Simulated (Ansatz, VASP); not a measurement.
Two plane-wave programs on KI

File INCAR:

```
SYSTEM = KI
  PREC = Accurate
  ENCUT = 520
  EDIFF = 1E-6
  ISMEAR = 0
  SIGMA = 0.02
  LREAL = .FALSE.
  LASPH = .TRUE.
  NELM = 80
  ALGO = Normal
  ISIF = 2
  LWAVE = .FALSE.
  LCHARG = .FALSE.
  GGA = PE
  NBANDS = 15
```

File KPOINTS:

```
regular mesh
0
G
  6 6 6
  0 0 0
```

POSCAR

```
KI
1.0
    0.0000000000      3.5881814904      3.5881814904
    3.5881814904      0.0000000000      3.5881814904
    3.5881814904      3.5881814904      0.0000000000
K I
1 1
Direct
    0.0000000000      0.0000000000      0.0000000000
    0.5000000000      0.5000000000      0.5000000000
```

Input for Ansatz:

```yaml
crystal:
  lattice:
    - [0.0, 3.5881814904, 3.5881814904]
    - [3.5881814904, 0.0, 3.5881814904]
    - [3.5881814904, 3.5881814904, 0.0]
  atoms:
    - { symbol: K, position: [0.0, 0.0, 0.0] }
    - { symbol: I, position: [0.5, 0.5, 0.5] }
basis:
  ecutwfc: 420
kpoints:
  mp_grid: { grid: [6, 6, 6] }
  band_path: { path: [VBM, CBM], npoints: 2 }
hamiltonian:
  xc: pbe
scf:
  occupations: { method: gaussian, width: 0.02 }
output:
  forces: false
  stress: false
  eigenvalues: true
checkpoint:
  read: start.run
  write: ck
  compress: false
  write_wavefunctions: false
  write_every: 100000
```

Alike in both runs: task single point; functional PBE; k mesh 6 × 6 × 6; occupations gaussian, width 0.02 eV; no spin polarisation.

|  | VASP | Ansatz |
| --- | --- | --- |
| version | VASP 6.6.1 | Ansatz 0.2.0 |
| potentials or method | VASP PAW PBE potentials, release 64 (K_sv, I) | scalar-relativistic, plane waves, PAW |
| plane-wave cutoff (eV) | 520 | 420 |
| valence electrons in the cell | 16 | 26 |

|  | VASP | Ansatz | Ansatz less VASP |
| --- | --- | --- | --- |
| gap on the k mesh at the Fermi level (eV) | 3.86 | 3.86 | +0.004 |
| least direct gap on the mesh (eV) | 3.86 | 3.86 | +0.004 |

With one functional, cell and mesh, what is left measures potentials, basis and numerics. The two sets of potentials don't hold the same shells in valence.

Caveats: spin-orbit coupling is left out, which moves the levels of the heavy elements.
